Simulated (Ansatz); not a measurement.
# SiC: one crystal by all-electron and frozen-core methods

Aim: solve SiC at one geometry with LAPW, all electrons, PAW with frozen cores and all-electron PAW on datasets made for the crystal, and see where they agree.

Computed with Ansatz 0.2.0 (DFT PBE, scalar-relativistic, unless a step's input says otherwise).

## Step 1: The system as given

It takes space group P6_3mc (No. 186, hexagonal). The conventional cell has a = 3.076 Å, b = 3.076 Å, c = 5.048 Å, α = 90.00°, β = 90.00°, γ = 120.00°. Si (site symmetry 3m) has 4 C at 1.87 to 1.94 Å as nearest neighbours. Around C (site symmetry 3m) lie 4 Si at 1.87 to 1.94 Å.

Structure file:

```
Si C
1.0
     3.07600    0.00000    0.00000
    -1.53800    2.66389    0.00000
     0.00000    0.00000    5.04800
Si C
2 2
Direct
  0.33333 0.66667 0.00000
  0.66667 0.33333 0.50000
  0.33333 0.66667 0.38500
  0.66667 0.33333 0.88500
```

The cell is a deposited one (Crystallography Open Database entry 9008875); the temperature and pressure of the measurement aren't taken into account, and nothing was relaxed.

Atoms are numbered in the order of the input: Si1, Si2, C3, C4.

## Step 2: LAPW, all electrons

Contents of input.yaml:

```yaml
crystal:
  lattice:
    - [3.0759982064, 0.0, 0.0]
    - [-1.5379991032, 2.6638925888, 0.0]
    - [0.0, 0.0, 5.048]
  atoms:
    - { symbol: Si, position: [0.3333333333, 0.6666666667, 0.0] }
    - { symbol: Si, position: [0.6666666667, 0.3333333333, 0.5] }
    - { symbol: C, position: [0.3333333333, 0.6666666667, 0.385] }
    - { symbol: C, position: [0.6666666667, 0.3333333333, 0.885] }
kpoints:
  mp_grid: { grid: [15, 15, 8] }
  band_path:
    path:
      - [0.0, 0.0, 0.0]
      - [0.5, 0.0, 0.0]
      - [0.3333333333, 0.3333333333, 0.0]
      - [0.0, 0.0, 0.0]
      - [0.0, 0.0, 0.5]
      - [0.5, 0.0, 0.5]
      - [0.3333333333, 0.3333333333, 0.5]
      - [0.0, 0.0, 0.5]
      - [0.5, 0.0, 0.5]
    npoints: 8
scf:
  occupations: { method: fermi_dirac, width: 0.08 }
hamiltonian:
  xc: pbe
  pseudopotentials: { kind: all_electron, lapw: { basis_error: 0.001 } }
output:
  forces: true
  stress: true
  eigenvalues: true
  populations: true
  dos: { projected: true, de: 0.2, e_range: [-14, 8] }
```

Standard output (excerpt; [...] marks lines left out):

```text
Si: projections on atomic orbitals take those of the free atom 1s2 2s2 2p6 3s2 3p2, of charge +0.00 (hamiltonian.pseudopotentials.projection_atoms)
C: projections on atomic orbitals take those of the free atom 1s2 2s2 2p2, of charge +0.00 (hamiltonian.pseudopotentials.projection_atoms)
LAPW: plane waves up to 9.673 Å⁻¹, error target 1.0e-3 eV per atom; small_component_spin mean_spin; C in spheres of 0.875 Å, 6 of its electrons in bands, Dirac shells []; Si in spheres of 0.993 Å, 12 of its electrons in bands, Dirac shells []
[...]
Pseudopotentials: kind: all_electron
Pseudopotential: Si, LAPW, valence charge 12, Koelling and Harmon's equation, gaussian nucleus
Pseudopotential: C, LAPW, valence charge 6, Koelling and Harmon's equation, gaussian nucleus
Functional definition: PBE
[...]
Crystal: 4 atoms, lattice volume = 41.364 Å³
Basis set: ecut = 356.4982640454202 eV, 627 PW (Γ), exchange–correlation at level 2
Bands: 22, of which v1, the nominal top of the filled ones, is band 18 counted from 1 (17 counted from 0)
Symmetry: 12 space group operations
Space group: P63mc (ITA 186), of the structure as read, at distance tolerance 3.5e-5 Å
k-points: 135 of 1800 (time reversal used)
[...]
SCF iter   1: F=—  HF=-17862.735957 eV  |F-HF|=—  |Δ(HF+E_count)|=         —  Δρ=1.42e-1  dr2=9.86e0  ethr=2.74e-2  ⟨swp⟩=2.0  Hψ=20878  notcnv=0
[...]
the basis was enlarged: its passes take 474.9 KiB over the memory plan, 1 of 1 planned eigensolver slots
[...]
SCF iter   7: F=-17859.021065 eV  HF=-17859.021065 eV  |F-HF|=9.31e-10  |Δ(HF+E_count)|=   2.19e-7  Δρ=4.18e-6  dr2=4.44e-9  ethr=2.32e-9  ⟨swp⟩=3.0  Hψ=8228  notcnv=0
[...]
NSCF: frozen V_eff on 65 k-points
SCF converged after 7 iterations
Free energy (F): -17859.021065 eV
[...]
E sigma→0 (E₀):  -17859.021065 eV
Fermi energy:    12.248995 eV
[...]
--- Forces (eV/Å), atoms counted from 1 ---
  atom   1  Si     0.00000000     0.00000000     0.75229407
  atom   2  Si    -0.00000000    -0.00000000     0.75229407
  atom   3  C      0.00000000     0.00000000    -0.75231378
  atom   4  C     -0.00000000    -0.00000000    -0.75231378
[...]
--- Stress (GPa, compression-positive) ---
        5.321238      -0.000000      -0.000000
       -0.000000       5.321238      -0.000000
       -0.000000      -0.000000       0.494096
  P = ⅓ Tr σ = 3.7122 GPa (37.122 kbar)
--- Band table (eV; the first three rows and the last of 135) ---
  k-point 0: bands = ["-252.7603", "-252.7603", "-122.4009", "-122.4008", "-78.4593", "-78.4577", "-78.4351", "-78.4351", "-78.4348", "-78.4348", "-4.6633", "-1.1623", "2.3698", "9.5051", "9.5051", "10.7863", "10.7863", "11.0632", "15.6812", "17.0804", "17.5637", "17.5637"]
[...]
--- Löwdin populations: 4 sites ---
  site symbol       q [e]
     0     Si     12.9269
     1     Si     12.9269
     2      C      6.9954
     3      C      6.9954
  spilling = 0.003888 (of n_electrons = 40.000000)
```

Wall time 61 s (1 thread, shared host).

Result: pressure 3.71 GPa; gap 2.32 eV, indirect from Γ to K; largest force 0.752 eV/Å.

Levels at the path's labelled points, in eV from the valence-band top:

```tsv
point	band 15	band 16	band 17	band 18	band 19	band 20	band 21
Γ	-1.56	-0.28	-0.28	0.00	4.62	6.02	6.50
M	-5.43	-3.55	-3.26	-1.49	2.59	4.20	6.74
K	-6.51	-4.12	-4.04	-4.04	2.32	7.97	8.64
Γ	-1.56	-0.28	-0.28	0.00	4.62	6.02	6.50
A	-0.97	-0.97	-0.97	-0.97	5.70	5.70	7.17
L	-2.69	-2.69	-2.34	-2.34	3.16	3.16	4.99
H	-5.86	-5.86	-1.75	-1.75	4.81	4.81	5.97
A	-0.97	-0.97	-0.97	-0.97	5.70	5.70	7.17
L	-2.69	-2.69	-2.34	-2.34	3.16	3.16	4.99
```

States per cell, counted by energy window (eV from the valence-band top, on a grid of 0.20 eV):

```tsv
from	to	total	C 2p	Si 3p	Si 3s	C 2s
-10	-9	0.00	0.00	0.00	0.00	0.00
-9	-8	0.59	0.30	0.10	0.17	0.02
-8	-7	1.38	0.68	0.23	0.36	0.09
-7	-6	1.06	0.53	0.25	0.15	0.12
-6	-5	1.19	0.63	0.35	0.11	0.09
-5	-4	1.45	0.83	0.43	0.09	0.08
-4	-3	1.86	1.16	0.55	0.08	0.06
-3	-2	2.27	1.55	0.58	0.05	0.04
-2	-1	1.82	1.38	0.37	0.02	0.02
-1	0	0.38	0.33	0.04	0.00	0.00
0	1	0.00	0.00	0.00	0.00	0.00
1	2	0.00	0.00	0.00	0.00	0.00
2	3	0.15	0.02	0.06	0.02	0.02
3	4	1.20	0.16	0.51	0.10	0.18
4	5	1.49	0.22	0.64	0.15	0.20
5	6	1.43	0.23	0.55	0.21	0.12
6	7	2.11	0.34	0.81	0.30	0.18
```

## Step 3: PAW with frozen cores

Edit input.yaml of step 2 so:

```diff
@@ -28,3 +28,3 @@
   xc: pbe
-  pseudopotentials: { kind: all_electron, lapw: { basis_error: 0.001 } }
+  pseudopotentials: { kind: paw }
 output:
@@ -33,3 +33,5 @@
   eigenvalues: true
+  efg: { contact_densities: true }
   populations: true
+  bader: true
   dos: { projected: true, de: 0.2, e_range: [-14, 8] }
```

Standard output:

```text
Engine: ansatz 0.2.0
Pseudopotentials: kind: paw
Pseudopotential: Si, paw, valence charge 4, recommended cutoff 420 eV (normal)
Pseudopotential: C, paw, valence charge 4, recommended cutoff 420 eV (normal)
[... 1 set-up line as earlier in the session ...]
  parameter kappa = 0.804
  parameter beta = 0.06672455060314922
  exchange = pbe_x(kappa = kappa, mu = beta*pi^2/3)
  correlation = pbe_c(beta = beta)
Crystal: 4 atoms, lattice volume = 41.364 Å³
Basis set: ecut = 420 eV, 785 PW (Γ), exchange–correlation on 48×48×72 points (8 copies of the dense FFT grid, shifted against one another)
Bands: 12, of which v1, the nominal top of the filled ones, is band 8 counted from 1 (7 counted from 0)
[... 2 set-up lines as earlier in the session ...]
k-points: 135 of 1800 (time reversal used)
Non-local potential: Si, projectors of the file, l = 0: 2, l = 1: 2, l = 2: 2
Non-local potential: C, projectors of the file, l = 0: 2, l = 1: 2, l = 2: 1
PAW form: soft (Blöchl's): semilocal exchange-correlation on the pseudo side does not see the compensation charge
PAW one-centre angular grid: Si, 110 points (default); XC on 64 Gauss nodes
PAW one-centre angular grid: C, 110 points (default); XC on 64 Gauss nodes
Initial density: superposition of atomic densities (neutral atoms: chi_scale 0, normalization atom), corrected by the library's trained network
Initial wavefunctions: pseudopotential atomic-orbital guess
Functional: x = pbe(κ = 0.804, μ = 0.2195149727645171), c = pbe(β = 0.06672455060314922)
SCF iter   1: F=—  HF=-1774.266123 eV  |F-HF|=—  |Δ(HF+E_count)|=         —  Δρ=2.44e-3  dr2=2.63e-3  ethr=1.77e-3  ⟨swp⟩=5.1  Hψ=10569  notcnv=0
preconditioner: auto → none  [insulator: Δε(μ)=2.299 eV  Ē_g=11.907 eV  σ=0.080 eV  W_gap=1.00  n_scr=2 (ndim 8)  ℏωp=23.1 eV  f_vac=0.000  D(μ)=0.00/eV (n_scr^D=0)  ε∞_Penn≈4.8]
SCF iter   2: F=—  HF=-1774.266053 eV  |F-HF|=—  |Δ(HF+E_count)|=   6.94e-5  Δρ=8.83e-4  dr2=1.92e-4  ethr=1.64e-5  ⟨swp⟩=2.3  Hψ=3773  notcnv=0
SCF iter   3: F=—  HF=-1774.266083 eV  |F-HF|=—  |Δ(HF+E_count)|=   2.98e-5  Δρ=3.82e-4  dr2=2.50e-5  ethr=1.20e-6  ⟨swp⟩=2.0  Hψ=2464  notcnv=0
SCF iter   4: F=—  HF=-1774.266113 eV  |F-HF|=—  |Δ(HF+E_count)|=   3.03e-5  Δρ=6.60e-5  dr2=8.70e-7  ethr=1.56e-7  ⟨swp⟩=2.5  Hψ=2659  notcnv=0
iter 5 did not close the SCF: its close was put off for the readings that it lacked (scf_convergence_deferred on its scf_iter line)
SCF iter   5: F=-1774.266115 eV  HF=-1774.266115 eV  |F-HF|=1.50e-8  |Δ(HF+E_count)|=   1.37e-6  Δρ=6.49e-6  dr2=7.90e-9  ethr=5.44e-9  ⟨swp⟩=2.2  Hψ=2702  notcnv=0
SCF iter   6: F=-1774.266115 eV  HF=-1774.266115 eV  |F-HF|=1.73e-10  |Δ(HF+E_count)|=   1.69e-8  Δρ=7.90e-7  dr2=1.59e-10  ethr=4.93e-11  ⟨swp⟩=2.0  Hψ=5545  notcnv=0
SCF 1 converged in 6 iterations: F = -1774.266115 eV  dr2 = 1.59e-10
NSCF: frozen V_eff on 65 k-points
SCF converged after 6 iterations
Free energy (F): -1774.266115 eV
Harris-Foulkes:  -1774.266115 eV  (|F-HF|=1.73e-10)
Internal energy: -1774.266115 eV  (E = F + TS)
E sigma→0 (E₀):  -1774.266115 eV
Fermi energy:    10.969856 eV
--- Per-component energies (eV) ---
  E_band       = 57.481299
  E_kinetic    = 271.758145
  E_local      = -211.043813  (includes V_loc(G=0)·N_el)
  E_nonlocal   = 103.696624
  E_hartree    = 65.202333
  E_xc         = -211.132374
  E_vxc        = -218.904530  (∫ρ·V_xc dr)
  E_paw        = -1224.175958  (= ΣΔE_a)
  E_vpaw       = -18.429735  (= ΣTr[D̂ρ^β])
  E_aug_tail   = 0.000028  (compensation charges beyond the density's cutoff)
  E_ewald      = -568.571100
  E_smearing   = -0.000000  (= −TS)
  E_closure    = 0.000000  (closes the sum)
  Σ components = -1774.266115   (vs F -1774.266115, Δ=0.00e0)
--- Forces (eV/Å), atoms counted from 1 ---
  atom   1  Si     0.00000000     0.00000000     0.75265416
  atom   2  Si    -0.00000000    -0.00000000     0.75265416
  atom   3  C     -0.00000000     0.00000000    -0.75265653
  atom   4  C      0.00000000    -0.00000000    -0.75265653
  max |Σ_I F_I| component: 4.75e-6 eV/Å
--- Stress (GPa, compression-positive) ---
        5.318213       0.000000      -0.000000
        0.000000       5.318213       0.000000
       -0.000000       0.000000       0.453041
  P = ⅓ Tr σ = 3.6965 GPa (36.965 kbar)
--- PAW observables at the nuclei: V_zz in 10²¹ V/m², potentials from the cell's mean, atoms counted from 1 ---
  atom   1  Si V_zz =    +1.677291   η = 0.0000   by run symmetry: allowed
            electrostatic potential = -1362.143792 V   contact ρ = 12807.084467 e/Å³
  atom   2  Si V_zz =    +1.677291   η = 0.0000   by run symmetry: allowed
            electrostatic potential = -1362.143792 V   contact ρ = 12807.084467 e/Å³
  atom   3  C  V_zz =    +0.235300   η = 0.0000   by run symmetry: allowed
            electrostatic potential = -418.696507 V   contact ρ = 866.905187 e/Å³
  atom   4  C  V_zz =    +0.235300   η = 0.0000   by run symmetry: allowed
            electrostatic potential = -418.696507 V   contact ρ = 866.905187 e/Å³
--- Band table (eV; the first three rows and the last of 135) ---
  k-point 0: bands = ["-5.9424", "-2.4407", "1.0908", "8.2268", "8.2268", "9.5067", "9.5067", "9.7835", "14.4013", "15.7942", "16.2903", "16.2903"]
  k-point 1: bands = ["-5.8663", "-2.7555", "1.5317", "8.2687", "8.2687", "9.3263", "9.4498", "9.4498", "14.4719", "16.1446", "16.3139", "16.3139"]
  k-point 2: bands = ["-5.6393", "-3.4189", "2.5694", "8.2122", "8.3908", "8.3908", "9.2924", "9.2924", "14.6820", "16.4089", "16.4089", "16.6276"]
  k-point 134: bands = ["-1.1307", "-1.1307", "1.8459", "1.8459", "3.9282", "3.9282", "8.0333", "8.0333", "14.5979", "14.5979", "15.7508", "15.7508"]
--- Löwdin populations: 4 sites ---
  site symbol       q [e]
     0     Si      2.9211
     1     Si      2.9211
     2      C      4.9991
     3      C      4.9991
  spilling = 0.009979 (of n_electrons = 16.000000)
--- Bader charges: 4 sites ---
  site symbol  charge [e]  shift [e]
     0     Si      2.7821     0.0161
     1     Si      2.7821     0.0161
     2      C     -2.7821     0.0161
     3      C     -2.7821     0.0161
  estimated error of the sums over rays = 6.3e-4 e
```

Run time: 47 s. Hardware: 1 thread, shared host.

In short: pressure 3.70 GPa; gap 2.33 eV, indirect from Γ to K; largest force 0.753 eV/Å; Vzz Si1 1.68 (η = 0.00), C3 0.24 (η = 0.00) (10²¹ V/m²).

```tsv
atom	Bader charge (e)	basin volume (Å³)
Si1	+2.78	4.59
C3	-2.78	16.09
```

## Step 4: All-electron PAW on datasets made for the crystal

Edit input.yaml of step 3 so:

```diff
@@ -28,3 +28,3 @@
   xc: pbe
-  pseudopotentials: { kind: paw }
+  pseudopotentials: { kind: all_electron, datasets: crystal }
 output:
@@ -34,4 +34 @@
   efg: { contact_densities: true }
-  populations: true
-  bader: true
-  dos: { projected: true, de: 0.2, e_range: [-14, 8] }
```

Standard output (excerpt; [...] marks lines left out):

```text
[...]
band count auto-derived: 13 (N_el = 16.0; filled up to band 8; 12 by the electrons, moments and atoms)
[...]
[... 1 set-up line as earlier in the session ...]
Pseudopotential: Si, paw, valence charge 12, recommended cutoff 340 eV (normal), Koelling and Harmon's equation, gaussian nucleus
Pseudopotential: C, paw, valence charge 4, recommended cutoff 340 eV (normal), Koelling and Harmon's equation, gaussian nucleus
[... 1 set-up line as earlier in the session ...]
[...]
Crystal: 4 atoms, lattice volume = 41.364 Å³
Basis set: ecut = 340 eV, 591 PW (Γ), exchange–correlation on 48×48×72 points (8 copies of the dense FFT grid, shifted against one another)
Bands: 13, of which v1, the nominal top of the filled ones, is band 8 counted from 1 (7 counted from 0)
[... 2 set-up lines as earlier in the session ...]
k-points: 135 of 1800 (time reversal used)
[...]
WARN: these bands are not tested for levels that they lack, and near the highest can lack one: the test was left open at 1 of its k-points (by spin channel)
[...]
        5.315121      -0.000000      -0.000000
       -0.000000       5.315121      -0.000000
       -0.000000      -0.000000       0.491033
  P = ⅓ Tr σ = 3.7071 GPa (37.071 kbar)
  It holds what live shells' own plane waves past their cutoff add
--- PAW observables at the nuclei: V_zz in 10²¹ V/m², potentials from the cell's mean, atoms counted from 1 ---
  atom   1  Si V_zz =    +1.647851   η = 0.0000   by run symmetry: allowed
            electrostatic potential = -1361.954478 V   contact ρ = 12816.061067 e/Å³
  atom   2  Si V_zz =    +1.647851   η = 0.0000   by run symmetry: allowed
            electrostatic potential = -1361.954478 V   contact ρ = 12816.061067 e/Å³
  atom   3  C  V_zz =    +0.249547   η = 0.0000   by run symmetry: allowed
            electrostatic potential = -418.703987 V   contact ρ = 867.049969 e/Å³
  atom   4  C  V_zz =    +0.249547   η = 0.0000   by run symmetry: allowed
            electrostatic potential = -418.703987 V   contact ρ = 867.049969 e/Å³
--- Band table (eV; the first three rows and the last of 135) ---
  k-point 0: bands = ["-4.6633", "-1.1624", "2.3699", "9.5049", "9.5049", "10.7861", "10.7861", "11.0631", "15.6813"]
[...]
```

It took 33 s on 1 thread, shared host.

This run gives: pressure 3.71 GPa; largest force 0.752 eV/Å; Vzz Si1 1.65 (η = 0.00), C3 0.25 (η = 0.00) (10²¹ V/m²).

```tsv
atom	contact density (e/Å³)
Si1	12816.06
C3	867.05
```

## Step 5: The methods compared

Highest filled and lowest empty level at the labelled points (eV from each run's valence-band top):

```tsv
point	LAPW top	LAPW bottom	PAW top	PAW bottom
Γ	0.00	4.62	0.00	4.62
M	-1.49	2.59	-1.49	2.59
K	-4.04	2.32	-4.04	2.33
Γ	0.00	4.62	0.00	4.62
A	-0.97	5.70	-0.97	5.70
L	-2.34	3.16	-2.34	3.17
H	-1.75	4.81	-1.75	4.81
A	-0.97	5.70	-0.97	5.70
L	-2.34	3.16	-2.34	3.17
```

| method | pressure (GPa) | gap on the k mesh (eV) | largest force (eV/Å) | Vzz Si1 (10²¹ V/m²) | Vzz C3 (10²¹ V/m²) | SCF cycles, all passes |
| --- | --- | --- | --- | --- | --- | --- |
| LAPW | 3.71 | 2.32 | 0.752 | – | – | 7 |
| PAW | 3.70 | 2.33 | 0.753 | 1.68 | 0.24 | 6 |
| crystal datasets | 3.71 | – | 0.752 | 1.65 | 0.25 | 8 |

## Step 6: Results

| quantity | value |
| --- | --- |
| pressure | LAPW 3.71, PAW 3.70, crystal datasets 3.71 GPa |
| gap (LAPW) | 2.32 eV, indirect from Γ to K |
| largest force | LAPW 0.752, PAW 0.753, crystal datasets 0.752 eV/Å |
| Bader charges (PAW) | Si1 +2.78, C3 -2.78 e |

**Reading.** At this geometry the cell is under compression of 3.7 GPa, so it would expand if let go. The gap is 2.32 eV, indirect from Γ to K. It is the Kohn-Sham gap of a semilocal functional, which mostly lies below the gap found in experiment. C 2p states make 86 % of the projected weight in the top eV of the valence band. The projection holds only the free atom's occupied shells (Si 3s, Si 3p, C 2s, C 2p in this range). The field gradient at Si1, the largest by crystal datasets, is 1.68 by PAW and 1.65 by crystal datasets (10²¹ V/m²), within 5 %. PAW lies -0.02 GPa from LAPW in pressure and less than 0.01 eV in the gap. The forces differ by at most 1 meV/Å in a component, on a largest force of 0.752 eV/Å.
